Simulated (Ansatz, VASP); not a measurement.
# AlN in VASP and in Ansatz

File INCAR:

```
  PREC = Accurate
  ENCUT = 520
  EDIFF = 1E-6
  ISMEAR = 0
  SIGMA = 0.05
  LREAL = False
  LASPH = True
  NELM = 60
  ALGO = Normal
  ISIF = 2
  LWAVE = False
  LCHARG = False
  GGA = CA
  NBANDS = 16
```

KPOINTS

```
Automatic mesh
0
Gamma
  8 8 6
```

The input POSCAR:

```
AlN
1.0
    0.0000000000     -1.9888743075     -1.9888743075
    0.0000000000      1.9888743075     -1.9888743075
    3.9777486148      0.0000000000      0.0000000000
Al N
2 2
Direct
    0.5055845862      0.4944154138      0.0000000000
   -0.0055845862      0.0055845862      0.5000000000
    0.4977127899      0.5022872101      0.5000000000
    0.0022872101      0.9977127899      0.0000000000
```

Input for Ansatz:

```yaml
crystal:
  lattice:
    - [0.0, -1.9888743075, -1.9888743075]
    - [0.0, 1.9888743075, -1.9888743075]
    - [3.9777486148, 0.0, 0.0]
  atoms:
    - { symbol: Al, position: [0.5055845862, 0.4944154138, 0.0] }
    - { symbol: Al, position: [-0.0055845862, 0.0055845862, 0.5] }
    - { symbol: "N", position: [0.4977127899, 0.5022872101, 0.5] }
    - { symbol: "N", position: [0.0022872101, 0.9977127899, 0.0] }
basis:
  ecutwfc: 520.0
kpoints:
  mp_grid: { grid: [8, 8, 6] }
hamiltonian:
  xc: lda
scf:
  occupations: { method: gaussian, width: 0.05 }
output:
  forces: true
  stress: true
  eigenvalues: true
```

Change from the starting cell: mode 4 frozen in at -0.022 Å, equal normal strain along x, y and z -0.0083.

Alike in both runs: task single point; functional LDA; k mesh 8 × 8 × 6; occupations gaussian, width 0.05 eV; no spin polarisation.

|  | VASP | Ansatz |
| --- | --- | --- |
| version | VASP 6.6.1 | Ansatz 0.2.0 |
| potentials or method | VASP PAW LDA potentials, release 64 (Al, N) | scalar-relativistic, plane waves, PAW |
| plane-wave cutoff (eV) | 520 | 520 |
| valence electrons in the cell | 16 | 16 |

Ansatz gave:

```
gap on the k mesh at the Fermi level (eV)       : 4.95
least direct gap on the mesh (eV)               : 4.95
pressure (GPa)                                  : 7.3
largest component of the traceless stress (GPa) : 0.08
rms of the force components (eV/Å)              : 0.110
```

Question: Which values does VASP return?

Answer: gap on the k mesh at the Fermi level (eV): 4.94; least direct gap on the mesh (eV): 4.94; pressure (GPa): 8.0; largest component of the traceless stress (GPa): 0.08; rms of the force components (eV/Å): 0.111.

Atom by atom the forces differ by 0.002 eV/Å (rms over components).

A k mesh can miss the band edges.
